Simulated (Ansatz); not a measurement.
Band table of Be (sc type)

```yaml
crystal:
  lattice:
    - [2.08197, 0.00000, 0.00000]
    - [0.00000, 2.08197, 0.00000]
    - [0.00000, 0.00000, 2.08197]
  atoms:
    - { symbol: Be, position: [0.00000, 0.00000, 0.00000] }
```

The cell comes from a relaxation on PAW files under the same functional, begun from a prototype that needn't be the stable phase.

Level of theory: DFT with PBE, scalar-relativistic, in Ansatz 0.2.0; a Γ-centred 20×20×20 k mesh, Fermi–Dirac smearing of 0.1 eV, no spin polarisation. LAPW: all electrons, basis error target 1 meV/atom.

This run: volume at 0.88 of the series' base cell.

Path points, in fractions of the reciprocal vectors: Γ (0.000, 0.000, 0.000), X (0.000, 0.500, 0.000), M (0.500, 0.500, 0.000), R (0.500, 0.500, 0.500). The distance column jumps between branches of the path. Levels in eV from the Fermi level; bands 2 to 4, counted from the lowest band of the run. The gap is zero, the pressure 11.97 GPa.

```
# k(1/Å) point b2 b3 b4
0.000 Γ -10.48 14.78 14.78
0.189 - -10.37 13.27 14.89
0.377 - -10.07 10.59 15.20
0.566 - -9.56 7.85 15.72
0.754 - -8.86 5.27 16.40
0.943 - -7.97 2.89 17.20
1.132 - -6.94 0.80 18.00
1.320 - -5.89 -0.89 18.65
1.509 X -5.33 -1.67 18.91
1.698 - -5.20 -1.61 18.05
1.886 - -4.83 -1.43 16.23
2.075 - -4.20 -1.14 14.25
2.263 - -3.35 -0.76 12.39
2.452 - -2.29 -0.32 10.77
2.641 - -1.09 0.11 9.49
2.829 - 0.04 0.45 7.62
3.018 M 0.59 0.59 6.81
3.285 - -0.78 0.85 7.77
3.551 - -3.13 1.64 8.37
3.818 - -5.34 2.94 9.04
4.085 - -7.19 4.76 9.96
4.352 - -8.63 7.07 11.13
4.618 - -9.66 9.83 12.54
4.885 - -10.27 12.84 14.00
5.152 Γ -10.48 14.78 14.78
5.479 - -10.17 12.95 12.95
5.805 - -9.24 10.29 10.29
6.132 - -7.68 8.12 8.12
6.459 - -5.48 6.61 6.61
6.785 - -2.65 5.76 5.76
7.112 - 0.69 5.52 5.52
7.439 - 4.08 5.67 5.67
7.765 R 5.82 5.82 5.82
8.032 - 4.98 4.99 6.07
8.299 - 2.99 3.37 6.84
8.566 - 0.70 1.78 8.12
8.832 - -1.38 0.48 9.88
9.099 - -3.08 -0.50 12.11
9.366 - -4.32 -1.17 14.71
9.633 - -5.08 -1.55 17.40
9.899 X -5.33 -1.67 18.91
12.033 R 5.82 5.82 5.82
12.222 - 5.41 5.41 5.90
12.411 - 4.48 4.48 6.14
12.599 - 3.43 3.43 6.52
12.788 - 2.46 2.46 6.98
12.977 - 1.66 1.66 7.47
13.165 - 1.07 1.07 7.35
13.354 - 0.71 0.71 6.95
13.542 M 0.59 0.59 6.81
```
